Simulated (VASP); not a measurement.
Here is a VASP 6.6.1 calculation.

INCAR

```
SYSTEM = AgCl
PREC = Accurate
ENCUT = 520
EDIFF = 1E-6
ISMEAR = 0
SIGMA = 0.02
LREAL = .False.
LASPH = .True.
NELM = 100
ALGO = Normal
ISIF = 2
LWAVE = .False.
LCHARG = .False.
GGA = PE
NBANDS = 16
```

KPOINTS

```
Automatic mesh
0
Gamma
  8 8 8
  0 0 0
```

The input POSCAR:

```
AgCl
1.0
    0.0000000000      2.8060228508      2.8060228508
    2.8060228508      0.0000000000      2.8060228508
    2.8060228508      2.8060228508      0.0000000000
Ag Cl
1 1
Direct
    0.5000000000      0.5000000000      0.5000000000
    0.0000000000      0.0000000000      0.0000000000
```

Potentials or basis: VASP PAW PBE potentials, release 64 (Ag, Cl).

Run with:

```console
$ cat potpaw_PBE.64/Ag/POTCAR potpaw_PBE.64/Cl/POTCAR > POTCAR
$ mpirun -np 1 vasp_std > vasp.out
```

(1) What does it give for the pressure?

(2) Estimate the band gap on the k mesh.

Results:

(1) -0.1 GPa.

(2) 0.92 eV, indirect (least direct gap 3.08 eV).

**What was measured.**

From a printed reference work, data compilation, for a bulk crystal of AgCl: band gap 3.249 eV (indirect).

A measured gap of AgCl is 3.249 eV (indirect; a printed reference work, data compilation); the calculated 0.92 eV misses it by -2.33 eV. So large a miss can be the level of theory's own, or it may mean another phase, state or a wrong row. Spin-orbit coupling on Ag is left out. The value is that of PBE on a finite k mesh, which can miss the band edges, without temperature or zero-point motion. Semilocal functionals fall short of measured gaps as a rule.
